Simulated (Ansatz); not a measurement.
**Ti3Al in Ansatz: the effect of strain**

Crystal: Ti3Al.

```
Ti Al
1.0
     2.92754    0.00000    0.00000
    -1.46377    2.53533    0.00000
     0.00000    0.00000    8.85731
Ti Al
3 1
Direct
  0.33333 0.66667 0.24941
  0.33333 0.66667 0.75059
  0.66667 0.33333 0.00000
  0.66667 0.33333 0.50000
```

The cell comes from a database or a generator and needn't be the stable form of this composition.

Alike in all runs:

| Item | Value |
| --- | --- |
| Program | Ansatz 0.2.0 |
| Task | band structure |
| Functional | PBEsol |
| Potentials or basis | Ansatz PAW |
| Cutoff | 420 eV (not typed: the program's choice for these potentials) |
| k mesh | 9 × 9 × 3 |
| Occupations | fermi-dirac, width 0.05 eV |
| Spin | no spin polarisation |
| Kind of strain | uniaxial |
| Path | [["G", "M", "K", "G", "A", "L", "H", "A"], ["L", "M"], ["K", "H"]] |
| Points for each segment of the path | 14 |

| strain | pressure (GPa) |
| --- | --- |
| -0.04 | 1.6 |
| -0.02 | -1.1 |
| -0.01 | -2.3 |
| 0 | -3.4 |
| 0.01 | ? |
| 0.02 | -5.5 |
| 0.04 | -7.3 |

Question: What does the run with strain 0.01 give?

Answer: Pressure -4.5 GPa.

Worked out: A parabola through the other rows of the pressure, of slope -104 GPa per unit of strain there, gives -4.5 GPa, against the run's -4.5.

Caveats: the PAW data sets come from PBE, with cores solved anew for the run's functional, which leaves a small shift of forces and pressure.
